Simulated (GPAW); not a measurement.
Crystal: As.

```
As
1.0
     2.70368    0.00000    0.00000
     0.00000    2.70368    0.00000
     0.00000    0.00000    2.70368
As
1
Direct
  0.50000 0.50000 0.50000
```

This isn't the form of As at room conditions, which is rhombohedral.

```yaml
Program: GPAW 26.7.0
Task: relaxation of cell and atoms
Functional: PBEsol
Dispersion: D3(BJ)
Potentials_or_basis: PAW data sets generated in the run's folder for this functional
Cutoff: 600 eV
Basis: pw
k_mesh: 10 × 10 × 10
Occupations: fermi-dirac, width 0.05 eV
Spin: no spin polarisation
```

At the start: pressure -4.8 GPa; volume 19.76 Å³/atom.

Q: Where does the relaxation end?

A: Over 4 steps the energy falls by 16.2 meV/atom and the volume is 18.73 Å³/atom (-5.2 %); space group Pm-3m (No. 221, to 0.05 Å).

The path:
```tsv
step	energy change (eV)	largest force (eV/Å)	pressure (GPa)	volume (Å³)
1	0.0000	0.0000	-4.78	19.76
2	-0.0115	0.0000	-2.68	19.27
3	-0.0162	0.0000	0.21	18.69
4	-0.0162	0.0000	-0.01	18.73
```

Final structure:
```
CELL_PARAMETERS angstrom
2.65578 0.00000 0.00000
0.00000 2.65578 0.00000
0.00000 0.00000 2.65578
ATOMIC_POSITIONS crystal
As 0.50000 0.50000 0.50000
```

Caveat: later steps reuse the first step's grids; pairwise dispersion overbinds metals, which lowers pressure and volume.
